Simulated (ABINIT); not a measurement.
Wanted: the native input for an ABINIT 10.8.3 (patched build) run.

- Task: band structure
- Functional: LDA
- Potentials or basis: JTH PAW PBE v2.0
- Cutoff: 517 eV
- k mesh: 11 × 11 × 11
- Occupations: fermi-dirac, width 0.05 eV
- Spin: no spin polarisation
- Fine-grid cutoff: 1034.03 eV

Crystal: W.

```
CELL_PARAMETERS angstrom
0.00000 2.03000 2.03000
2.03000 0.00000 2.03000
2.03000 2.03000 0.00000
ATOMIC_POSITIONS crystal
W 0.00000 0.00000 0.00000
```

This isn't the form of W at room conditions, which is bcc.

The input as run:

run.abi

```
# Datasets: ground state, then fixed potential
ndtset 2

# Pseudopotentials
pp_dirpath "./"
pseudos "W.GGA_PBE-JTH.xml"

# Structure
acell 2.8708535316 2.8708535316 2.8708535316 Angstrom
rprim
     0.0000000000     0.7071067812     0.7071067812
     0.7071067812     0.0000000000     0.7071067812
     0.7071067812     0.7071067812     0.0000000000
ntypat 1
znucl 74
natom 1
typat 1
xred
     0.0000000000     0.0000000000     0.0000000000

# Plane-wave basis
ecut 19.0
pawecutdg 38.0

# Exchange and correlation
ixc 7

# Bands and occupations
occopt 3
tsmear 0.05 eV

# SCF cycle
nstep 100

# Output
iomode 3
prtwf 0
prteig 0
prtebands 0
prtden1 1

# Dataset 1
kptopt1 1
ngkpt1 11 11 11
nshiftk1 1
shiftk1 0.0 0.0 0.0
nband1 11
tolvrs1 1.0e-9

# Dataset 2: bands along G-X-W-K-G-L-U-W-L-K
iscf2 -2
getden2 1
nband2 17
nbdbuf2 4
tolwfr2 1.0e-11
kptopt2 -9
ndivsm2 8
prteig2 1
prtvol2 -3
kptbounds2
     0.0000000000     0.0000000000     0.0000000000
     0.5000000000     0.0000000000     0.5000000000
     0.5000000000     0.2500000000     0.7500000000
     0.3750000000     0.3750000000     0.7500000000
     0.0000000000     0.0000000000     0.0000000000
     0.5000000000     0.5000000000     0.5000000000
     0.6250000000     0.2500000000     0.6250000000
     0.5000000000     0.2500000000     0.7500000000
     0.5000000000     0.5000000000     0.5000000000
     0.3750000000     0.3750000000     0.7500000000
```

Potentials or basis: JTH PAW PBE v2.0.

Command:

```sh
$ abinit run.abi > log 2>&1
```

It gave:

```json
{
 "Pressure": "-17.3 GPa",
 "Band gap on the k mesh": "none (metal or under the smearing width)",
 "Valence electrons inside the program's atomic spheres": "W 11.69 (radii [1.2763] Å)"
}
```

Caveat: the PAW data sets were made with another functional, which shifts forces and pressure a little; spin-orbit coupling is left out, which moves the levels of the heavy elements.

It took 40 s on 1 thread of Arm Neoverse N1 (shared host), peak memory 0.09 GiB.
